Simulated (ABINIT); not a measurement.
# HfO2 (Fm-3m) in ABINIT: a series of runs

The runs below take HfO2 through band structure, equation of state, with PBEsol, WC.

Everything below comes from runs of ABINIT 10.8.3 (patched build). Logs are shortened: lines on timing, memory, paths and dates and some standing lists are left out, and cuts for length are marked. The log counts tension as positive stress, the text compression.

## 1. The structure

The structure is cubic, space group Fm-3m (No. 225). Conventional cell: a = 5.115 Å, b = 5.115 Å, c = 5.115 Å, α = 90.00°, β = 90.00°, γ = 90.00°. Around Hf (site symmetry m-3m) lie 8 O at 2.21 Å. O (site symmetry -43m) is surrounded by 4 Hf at 2.21 Å.

Measurements of this composition are mostly on another form, of space group No. 14.

## 2. Band structure, PBEsol

Contents of run.abi:

```
# Datasets: ground state, then fixed potential
ndtset 2

# Pseudopotentials
pp_dirpath "./"
pseudos "Hf.upf, O.upf"

# Structure
acell 3*1.0
rprim
     0.0000000000     4.8329745637     4.8329745637
     4.8329745637     0.0000000000     4.8329745637
     4.8329745637     4.8329745637     0.0000000000
ntypat 2
znucl 72 8
natom 3
typat 1 2 2
xred
     0.0000000000     0.0000000000     0.0000000000
     0.7500000000     0.7500000000     0.7500000000
     0.2500000000     0.2500000000     0.2500000000

# Plane-wave basis
ecut 42.0

# Exchange and correlation
ixc -116133

# Bands and occupations
occopt 3
tsmear 0.00183747

# SCF cycle
nstep 100

# Output
iomode 3
prtwf 0
prteig 0
prtebands 0
enunit 1
prtden1 1
prtvha1 1
prtvclmb1 1
prtpot1 1
prtelf1 1

# Dataset 1
kptopt1 1
ngkpt1 9 9 9
nshiftk1 1
shiftk1 0.0 0.0 0.0
nband1 16
tolvrs1 1.0e-10

# Dataset 2: bands along G-X-W-K-G-L-U-W-L-K
iscf2 -2
getden2 1
nband2 20
nbdbuf2 2
tolwfr2 1.0e-12
kptopt2 -9
ndivsm2 8
prteig2 1
prtvol2 -3
kptbounds2
     0.0000000000     0.0000000000     0.0000000000
     0.5000000000     0.0000000000     0.5000000000
     0.5000000000     0.2500000000     0.7500000000
     0.3750000000     0.3750000000     0.7500000000
     0.0000000000     0.0000000000     0.0000000000
     0.5000000000     0.5000000000     0.5000000000
     0.6250000000     0.2500000000     0.6250000000
     0.5000000000     0.2500000000     0.7500000000
     0.5000000000     0.5000000000     0.5000000000
     0.3750000000     0.3750000000     0.7500000000
```

Potentials or basis: PseudoDojo NC SR PBEsol v0.4.1 standard.

Run with:

```
$ abinit run.abi > log 2>&1
```

run.abo:

```text
.Version 10.8.3 of ABINIT
 DATASET    1 : space group Fm -3 m (#225); Bravais cF (face-center cubic)
================================================================================
 Values of the parameters that define the memory need for DATASET  1.
     intxc =       0    ionmov =       0      iscf =       7    lmnmax =       8
     lnmax =       8     mgfft =      40  mpssoang =       4    mqgrid =    3001
     natom =       3  nloc_mem =       1    nspden =       1   nspinor =       1
    nsppol =       1      nsym =      48    n1xccc =    2501    ntypat =       2
    occopt =       3   xclevel =       2
       mpw =        2957          nfft =       64000          nkpt =          35
================================================================================
================================================================================

 DATASET    2 : space group Fm -3 m (#225); Bravais cF (face-center cubic)
================================================================================
 Values of the parameters that define the memory need for DATASET  2.
     intxc =       0    ionmov =       0      iscf =      -2    lmnmax =       8
     lnmax =       8     mgfft =      40  mpssoang =       4    mqgrid =    3001
     natom =       3  nloc_mem =       1    nspden =       1   nspinor =       1
    nsppol =       1      nsym =      48    n1xccc =    2501    ntypat =       2
    occopt =       3   xclevel =       2
       mpw =        2958          nfft =       64000          nkpt =         139
================================================================================
================================================================================

--------------------------------------------------------------------------------
------------- Echo of variables that govern the present computation ------------
--------------------------------------------------------------------------------
 -outvars: echo values of preprocessed input variables --------
            acell      1.0000000000E+00  1.0000000000E+00  1.0000000000E+00 Bohr
              amu      1.78490000E+02  1.59994000E+01
             ecut      4.20000000E+01 Hartree
           enunit           1
           getden1          0
           getden2          1
             iscf1          7
             iscf2         -2
              ixc     -116133
           jdtset        1    2
           kptopt1          1
           kptopt2         -9
         kptrlatt        9    0    0      0    9    0      0    0    9
          kptrlen1     6.15137236E+01
          kptrlen2     3.00000000E+01
            natom           3
            nband1         16
            nband2         20
           nbdbuf1          0
           nbdbuf2          2
           ndtset           2
           ndivsm1          0
           ndivsm2          8
            ngfft          40      40      40
             nkpt1         35
             nkpt2        139
            nstep         100
             nsym          48
           ntypat           2
           occopt           3
        prtebands           0
           prteig1          0
           prteig2          1
           prtelf1          1
           prtelf2          0
           prtpot1          1
           prtpot2          0
         prtvclmb1          1
         prtvclmb2          0
           prtvha1          1
           prtvha2          0
           prtvol1          0
           prtvol2         -3
            prtwf           0
            rprim      0.0000000000E+00  4.8329745637E+00  4.8329745637E+00
                       4.8329745637E+00  0.0000000000E+00  4.8329745637E+00
                       4.8329745637E+00  4.8329745637E+00  0.0000000000E+00
           shiftk1     0.00000000E+00  0.00000000E+00  0.00000000E+00
           shiftk2     5.00000000E-01  5.00000000E-01  5.00000000E-01
          spgroup         225
           tolvrs1     1.00000000E-10
           tolvrs2     0.00000000E+00
           tolwfr1     0.00000000E+00
           tolwfr2     1.00000000E-12
           tsmear      1.83747000E-03 Hartree
            typat      1  2  2
           xangst      0.0000000000E+00  0.0000000000E+00  0.0000000000E+00
                       3.8362499974E+00  3.8362499974E+00  3.8362499974E+00
                       1.2787499991E+00  1.2787499991E+00  1.2787499991E+00
            xcart      0.0000000000E+00  0.0000000000E+00  0.0000000000E+00
                       7.2494618456E+00  7.2494618456E+00  7.2494618456E+00
                       2.4164872818E+00  2.4164872818E+00  2.4164872819E+00
             xred      0.0000000000E+00  0.0000000000E+00  0.0000000000E+00
                       7.5000000000E-01  7.5000000000E-01  7.5000000000E-01
[... 202 lines left out ...]
 R(3)=  4.8329746  4.8329746  0.0000000  G(3)=  0.1034560  0.1034560 -0.1034560
 Unit cell volume ucvol=  2.2577379E+02 bohr^3
 Angles (23,13,12)=  6.00000000E+01  6.00000000E+01  6.00000000E+01 degrees

 getcut: wavevector=  0.0000  0.0000  0.0000  ngfft=  40  40  40
         ecut(hartree)=     42.000   => boxcut(ratio)=   2.00605
--------------------------------------------------------------------------------

================================================================================
 Non-SCF case, kpt    1 (  0.00000  0.00000  0.00000), residuals and eigenvalues=
  4.49E-13  2.48E-13  2.56E-13  2.29E-13  2.81E-13  1.60E-13  9.15E-13  8.23E-14
  6.54E-13  2.78E-13  8.23E-13  5.36E-13  3.91E-13  3.56E-13  2.39E-13  4.75E-13
  7.09E-13  2.44E-13  4.12E-13  1.80E-13
 -1.9686E+00 -8.1002E-01 -8.1002E-01 -8.1002E-01 -3.9792E-01 -2.8806E-01
  8.8228E-02  8.8228E-02  8.8228E-02  2.5829E-01  2.5829E-01  2.5829E-01
  4.1929E-01  4.1929E-01  4.8141E-01  6.5189E-01  6.5189E-01  6.5189E-01
  7.8649E-01  7.8649E-01
 Non-SCF case, kpt    2 (  0.02174  0.00000  0.02174), residuals and eigenvalues=
  3.20E-13  1.88E-13  4.00E-13  2.22E-13  3.43E-13  9.32E-13  2.80E-13  5.41E-13
  8.43E-14  4.82E-13  1.78E-13  4.21E-13  3.03E-13  5.29E-13  1.26E-13  9.23E-13
  5.67E-13  2.76E-13  6.48E-05  4.52E-13
 -1.9686E+00 -8.1010E-01 -8.1004E-01 -8.1004E-01 -3.9762E-01 -2.8833E-01
  8.8410E-02  8.8410E-02  8.8952E-02  2.5649E-01  2.5833E-01  2.5833E-01
[... 1084 lines left out ...]
  2.93E-13  5.02E-13  5.34E-13  2.75E-13  5.91E-13  6.65E-13  3.50E-13  5.94E-13
  8.80E-13  5.31E-13  2.86E-10  6.68E-10
 -1.9681E+00 -8.2179E-01 -8.1795E-01 -8.1324E-01 -3.3354E-01 -3.2472E-01
  7.3155E-02  1.3263E-01  1.5882E-01  1.9698E-01  2.3304E-01  2.6539E-01
  4.3497E-01  4.7385E-01  5.2798E-01  5.4826E-01  5.8329E-01  7.2456E-01
  7.6839E-01  8.1177E-01
 Non-SCF case, kpt  139 (  0.37500  0.37500  0.75000), residuals and eigenvalues=
  2.49E-13  6.86E-13  9.66E-13  1.67E-13  3.48E-13  6.74E-13  9.54E-13  6.37E-13
  1.87E-13  2.82E-13  2.83E-13  2.77E-13  3.06E-13  3.34E-13  2.25E-13  1.97E-13
  9.19E-13  1.99E-13  5.43E-11  2.55E-11
 -1.9681E+00 -8.2215E-01 -8.1765E-01 -8.1335E-01 -3.3332E-01 -3.2451E-01
  6.9664E-02  1.3419E-01  1.5874E-01  1.9956E-01  2.3229E-01  2.6829E-01
  4.3388E-01  4.7450E-01  5.2604E-01  5.4893E-01  5.8166E-01  7.3156E-01
  7.7212E-01  8.0325E-01

--- !ResultsGS
iteration_state: {dtset: 2, }
comment   : Summary of ground state results
lattice_vectors:
- [  0.0000000,   4.8329746,   4.8329746, ]
- [  4.8329746,   0.0000000,   4.8329746, ]
- [  4.8329746,   4.8329746,   0.0000000, ]
lattice_lengths: [   6.83486,    6.83486,    6.83486, ]
lattice_angles: [ 60.000,  60.000,  60.000, ] # degrees, (23, 13, 12)
lattice_volume:   2.2577379E+02
convergence: {deltae:  0.000E+00, res2:  0.000E+00, residm:  9.994E-13, diffor:  0.000E+00, }
etotal    :  -8.95769639E+01
entropy   :   0.00000000E+00
fermie    :   3.65668066E-01
cartesian_stress_tensor: null
pressure_GPa: null
xred      :
- [  0.0000E+00,   0.0000E+00,   0.0000E+00, Hf]
- [  7.5000E-01,   7.5000E-01,   7.5000E-01,  O]
- [  2.5000E-01,   2.5000E-01,   2.5000E-01,  O]
cartesian_forces: null
force_length_stats: {min: null, max: null, mean: null, }
...

 Integrated electronic density in atomic spheres:
 ------------------------------------------------
 Atom  Sphere_radius  Integrated_density
    1        2.00000          8.27758943
    2        2.00000          6.31770605
    3        2.00000          6.31770605
================================================================================

 ----iterations are completed or convergence reached----

 Mean square residual over all n,k,spin=   46.275E-14; max=  99.944E-14
 reduced coordinates (array xred) for    3 atoms
       0.000000000000      0.000000000000      0.000000000000
       0.750000000000      0.750000000000      0.750000000000
       0.250000000000      0.250000000000      0.250000000000

 cartesian coordinates (angstrom) at end:
    1      0.00000000000000     0.00000000000000     0.00000000000000
    2      3.83624999737331     3.83624999737331     3.83624999737331
    3      1.27874999912444     1.27874999912444     1.27874999912444
 length scales=  1.000000000000  1.000000000000  1.000000000000 bohr
              =  0.529177210544  0.529177210544  0.529177210544 angstroms
 Eigenvalues (   eV  ) for nkpt= 139  k points:
 kpt#   1, nband= 20, wtk=  1.00000, kpt=  0.0000  0.0000  0.0000 (reduced coord)
 -53.56930  -22.04171  -22.04171  -22.04171  -10.82807   -7.83850    2.40080    2.40080
   2.40080    7.02848    7.02848    7.02848   11.40937   11.40937   13.09977   17.73881
  17.73881   17.73881   21.40136   21.40136
 kpt#   2, nband= 20, wtk=  1.00000, kpt=  0.0217  0.0000  0.0217 (reduced coord)
 -53.56922  -22.04381  -22.04224  -22.04224  -10.81967   -7.84593    2.40576    2.40576
   2.42051    6.97942    7.02950    7.02950   11.41536   11.42960   13.12878   17.71555
  17.71555   17.72898   21.39069   21.42594
 kpt#   3, nband= 20, wtk=  1.00000, kpt=  0.0435  0.0000  0.0435 (reduced coord)
 -53.56900  -22.05008  -22.04381  -22.04381  -10.79460   -7.86797    2.42062    2.42062
   2.47933    6.83786    7.03236    7.03236   11.43326   11.48539   13.21443   17.64807
  17.64807   17.69944   21.28144   21.49747
 kpt#   4, nband= 20, wtk=  1.00000, kpt=  0.0652  0.0000  0.0652 (reduced coord)
 -53.56864  -22.06035  -22.04640  -22.04640  -10.75319   -7.90386    2.44539    2.44539
   2.57632    6.61821    7.03654    7.03654   11.46291   11.56491   13.35229   17.54257
  17.54257   17.65005   21.15178   21.61016
 kpt#   5, nband= 20, wtk=  1.00000, kpt=  0.0870  0.0000  0.0870 (reduced coord)
[... 525 lines left out ...]
   4.21638    5.33435    6.35301    6.95180   11.90192   12.80662   14.43321   15.02365
  15.99925   19.15989   20.62223   22.84933
 kpt# 137, nband= 20, wtk=  1.00000, kpt=  0.3929  0.3929  0.7143 (reduced coord)
 -53.55400  -22.35558  -22.25941  -22.12564   -9.09330   -8.83748    2.10786    3.57550
   4.28609    5.32870    6.35400    7.10244   11.86829   12.85867   14.41308   14.94352
  15.92950   19.45415   20.77120   22.44007
 kpt# 138, nband= 20, wtk=  1.00000, kpt=  0.3839  0.3839  0.7321 (reduced coord)
 -53.55379  -22.36192  -22.25745  -22.12927   -9.07611   -8.83607    1.99066    3.60900
   4.32178    5.35998    6.34140    7.22152   11.83620   12.89405   14.36707   14.91885
  15.87214   19.71641   20.90891   22.08931
 kpt# 139, nband= 20, wtk=  1.00000, kpt=  0.3750  0.3750  0.7500 (reduced coord)
 -53.55366  -22.37182  -22.24933  -22.13238   -9.07015   -8.83032    1.89565    3.65155
   4.31963    5.43034    6.32101    7.30066   11.80650   12.91176   14.31420   14.93713
  15.82784   19.90688   21.01054   21.85753

== END DATASET(S) ==============================================================
================================================================================

 -outvars: echo values of variables after computation  --------
            acell      1.0000000000E+00  1.0000000000E+00  1.0000000000E+00 Bohr
           etotal1    -8.9576963859E+01
            fcart1    -0.0000000000E+00 -0.0000000000E+00 -0.0000000000E+00
                      -1.1142807344E-28  2.2285614689E-28 -8.1176373965E-45
                       1.1142807344E-28 -2.2285614689E-28  8.1176373965E-45
            rprim      0.0000000000E+00  4.8329745637E+00  4.8329745637E+00
                       4.8329745637E+00  0.0000000000E+00  4.8329745637E+00
                       4.8329745637E+00  4.8329745637E+00  0.0000000000E+00
           strten1     4.4660187747E-04  4.4660187747E-04  4.4660187747E-04
                       0.0000000000E+00  0.0000000000E+00  0.0000000000E+00
           xangst      0.0000000000E+00  0.0000000000E+00  0.0000000000E+00
                       3.8362499974E+00  3.8362499974E+00  3.8362499974E+00
                       1.2787499991E+00  1.2787499991E+00  1.2787499991E+00
             xred      0.0000000000E+00  0.0000000000E+00  0.0000000000E+00
                       7.5000000000E-01  7.5000000000E-01  7.5000000000E-01
                       2.5000000000E-01  2.5000000000E-01  2.5000000000E-01
 Calculation completed.
```

It took 3.6 min on 1 thread of Arm Neoverse V1, shared host; peak memory 0.19 GiB.

Results:

```yaml
Free_energy: -2437.5134 eV
Pressure: -13.1 GPa
Band_gap_on_the_k_mesh: 3.75 eV, indirect (least direct gap 3.87 eV)
Band_gap_along_the_path: 3.64 eV, direct
Valence_electrons_inside_the_program's_atomic_spheres: Hf 8.28; O 6.32
```

Levels at the corners of the path, in eV from the valence-band top:
| point | band 8 | band 9 | band 10 | band 11 | band 12 | band 13 | band 14 | band 15 | band 16 | band 17 |
| --- | --- | --- | --- | --- | --- | --- | --- | --- | --- | --- |
| Γ | -5.23 | -5.23 | -0.60 | -0.60 | -0.60 | 3.78 | 3.78 | 5.47 | 10.11 | 10.11 |
| X | -3.43 | -3.43 | -1.51 | -1.51 | 0.00 | 3.64 | 5.36 | 6.40 | 7.93 | 7.93 |
| W | -5.00 | -2.53 | -2.53 | -1.38 | -0.20 | 4.67 | 5.01 | 6.84 | 6.84 | 8.07 |
| K | -3.98 | -3.31 | -2.20 | -1.31 | -0.33 | 4.17 | 5.28 | 6.68 | 7.30 | 8.20 |
| Γ | -5.23 | -5.23 | -0.60 | -0.60 | -0.60 | 3.78 | 3.78 | 5.47 | 10.11 | 10.11 |
| L | -4.22 | -3.05 | -2.70 | -1.82 | -1.82 | 4.48 | 4.48 | 6.75 | 8.76 | 9.10 |
| U | -3.98 | -3.31 | -2.20 | -1.31 | -0.33 | 4.17 | 5.28 | 6.68 | 7.30 | 8.20 |
| W | -5.00 | -2.53 | -2.53 | -1.38 | -0.20 | 4.67 | 5.01 | 6.84 | 6.84 | 8.07 |
| L | -4.22 | -3.05 | -2.70 | -1.82 | -1.82 | 4.48 | 4.48 | 6.75 | 8.76 | 9.10 |
| K | -3.98 | -3.31 | -2.20 | -1.31 | -0.33 | 4.17 | 5.28 | 6.68 | 7.30 | 8.20 |

Caveat: spin-orbit coupling is left out, which moves the levels of the heavy elements; the mesh misses the band edges, which the band path finds closer together.

(Continued in part 2 of 2.)
